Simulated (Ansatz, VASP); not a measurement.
**ZnO in VASP and in Ansatz**

```xyz
4
Lattice="3.2374 0.0000 0.0000 -1.6187 2.8036 0.0000 0.0000 0.0000 5.2221" Properties=species:S:1:pos:R:3 pbc="T T T"
Zn    1.6187    0.9345    2.6141
Zn    0.0000    1.8691    0.0031
O     1.6187    0.9345    4.5939
O     0.0000    1.8691    1.9829
```

The cell is a database's computed one.

Alike in both runs: task single point; functional PBE; k mesh 6 × 6 × 4; occupations gaussian, width 0.1 eV; no spin polarisation.

|  | VASP | Ansatz |
| --- | --- | --- |
| version | VASP 6.6.1 | Ansatz 0.2.0 |
| potentials or method | VASP PAW PBE potentials, release 64 (Zn, O) | scalar-relativistic, plane waves, PAW |
| plane-wave cutoff (eV) | 520 | 420 |
| valence electrons in the cell | 36 | 36 |

```csv
,VASP,Ansatz,Ansatz less VASP
gap on the k mesh at the Fermi level (eV),0.79,0.80,+0.015
least direct gap on the mesh (eV),0.79,0.80,+0.015
pressure (GPa),6.6,5.5,-1.07
```
